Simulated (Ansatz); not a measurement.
TiNi:

```
CELL_PARAMETERS angstrom
2.98807 0.00000 0.00000
0.00000 2.98807 0.00000
0.00000 0.00000 2.98807
ATOMIC_POSITIONS crystal
Ni 0.00000 0.00000 0.00000
Ti 0.50000 0.50000 0.50000
```

The cell comes from a database or a generator and needn't be the stable form of this composition.

- Program: Ansatz 0.2.0
- Task: relaxation of cell and atoms
- Functional: revPBE
- Potentials or basis: all-electron LAPW, scalar-relativistic
- Basis error allowed: 0.001 eV/atom
- k mesh: 9 × 9 × 9
- Occupations: fermi-dirac, width 0.05 eV
- Spin: collinear spin, ferromagnetic start
- Starting moments: [1.0, 1.0] μB

At the start: volume 13.34 Å³/atom.

Q: Where does the relaxation end?

A: Over 4 steps the energy falls by 11.6 meV/atom and the volume is 13.90 Å³/atom (+4.2 %); space group Pm-3m (No. 221, to 0.05 Å); moment 0.00 μB per cell.

Step by step:
| step | energy change (eV) | largest force (eV/Å) | volume (Å³) |
| --- | --- | --- | --- |
| 1 | 0.0000 | 0.0000 | 26.68 |
| 2 | -0.0232 | 0.0000 | 27.76 |
| 3 | -0.0233 | 0.0000 | 27.81 |
| 4 | -0.0233 | 0.0000 | 27.81 |

Final structure:
```xyz
2
Lattice="3.0296 0.0000 0.0000 0.0000 3.0296 0.0000 0.0000 0.0000 3.0296" Properties=species:S:1:pos:R:3 pbc="T T T"
Ni    0.0000    0.0000    0.0000
Ti    1.5148    1.5148    1.5148
```

Caveat: the starting moments weren't kept.
